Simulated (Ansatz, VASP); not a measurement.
# One calculation of CuO, two programs

```
Cu O
1.0
     2.82072    0.00000    0.00000
     0.03828    2.82050    0.00000
     0.01714    0.01689    5.07067
Cu O
2 2
Direct
  0.00000 0.50000 0.00000
  0.50000 0.00000 0.50000
  0.99842 0.00167 0.74989
  0.00158 0.99833 0.25011
```

The cell comes from a database or a generator and needn't be the stable form of this composition.

Alike in both runs: task single point; functional PBE; k mesh 9 × 9 × 5; occupations fermi-dirac, width 0.05 eV; no spin polarisation.

|  | VASP | Ansatz |
| --- | --- | --- |
| version | VASP 6.6.1 | Ansatz 0.2.0 |
| potentials or method | VASP PAW PBE potentials, release 64 (Cu, O) | Ansatz PAW |
| plane-wave cutoff (eV) | 520 | 420 |
| valence electrons in the cell | 34 | 50 |

VASP gave:

| Quantity | Value |
| --- | --- |
| gap on the k mesh at the Fermi level (eV) | none |
| pressure (GPa) | 19.5 |
| largest component of the traceless stress (GPa) | 2.41 |
| rms of the force components (eV/Å) | 0.005 |

Problem. Estimate Ansatz's values.

Solution. gap on the k mesh at the Fermi level (eV): none; pressure (GPa): 18.6; largest component of the traceless stress (GPa): 1.98; rms of the force components (eV/Å): 0.005.

Atom by atom the forces differ by 0.001 eV/Å (rms over components). A gap of «none» marks a metal or a gap that the smearing closes. The two sets of potentials don't hold the same shells in valence.

Caveats: the run has no spin polarisation, though such a crystal can be magnetic; semilocal functionals often make such compounds metallic where correlation or magnetic order opens a gap, which also shifts bond lengths; so large a pressure means that the cell lies far from this level's equilibrium, or that cutoff or potentials fall short (VASP); the pressure holds a Pulay correction of +0.7 GPa for the finite cutoff (Ansatz).
